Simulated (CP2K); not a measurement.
## La under changes of volume

One of the cells (38.320 Å³/atom); the others are scaled copies at fixed shape and fractional positions:

```
CELL_PARAMETERS angstrom
3.67858 0.00000 0.00000
-1.22619 3.46820 0.00000
-1.22619 -1.73410 3.00355
ATOMIC_POSITIONS crystal
La 0.00000 0.00000 0.00000
```

This isn't the form of La at room conditions, which is double hcp.

| Quantity | Value |
| --- | --- |
| Program | CP2K 2026.2 |
| Functional | PBEsol |
| Potentials or basis | GTH_POTENTIALS La GTH-PBE-q11; TZVP-MOLOPT-SR-GTH basis |
| Density cutoff | 6123 eV |
| k mesh | 9 × 9 × 9 |
| Occupations | fermi-dirac, width 0.01 eV |
| Spin | no spin polarisation |

```tsv
volume (Å³/atom)	energy over the lowest point (meV/atom)	pressure (GPa)
36.020	0.00	0.0
36.787	1.46	-0.6
37.553	5.78	-1.2
38.320	12.95	-1.8
39.086	22.61	-2.3
39.852	34.60	-2.7
40.619	?	?
```

Problem. What does the run at 40.619 Å³/atom give?

Solution. Energy over the lowest point 48.62 meV/atom; pressure -3.1 GPa.

Worked out: A Birch-Murnaghan fit of order 3 (a polynomial in V^(-2/3)) to the other rows has its minimum at 36.05 Å³/atom with B0 = V·E''(V) = 31 GPa (rough, since the energies scatter). It gives 48.80 meV/atom at 40.619 Å³/atom, against the run's 48.62, and -dE/dV = -3.2 GPa, against -3.1.

Energies are extrapolated to zero smearing.

Caveats: the potentials were made for another functional, which shifts forces and pressure; the basis of atomic orbitals isn't converged, which shifts pressures, moduli and gaps.
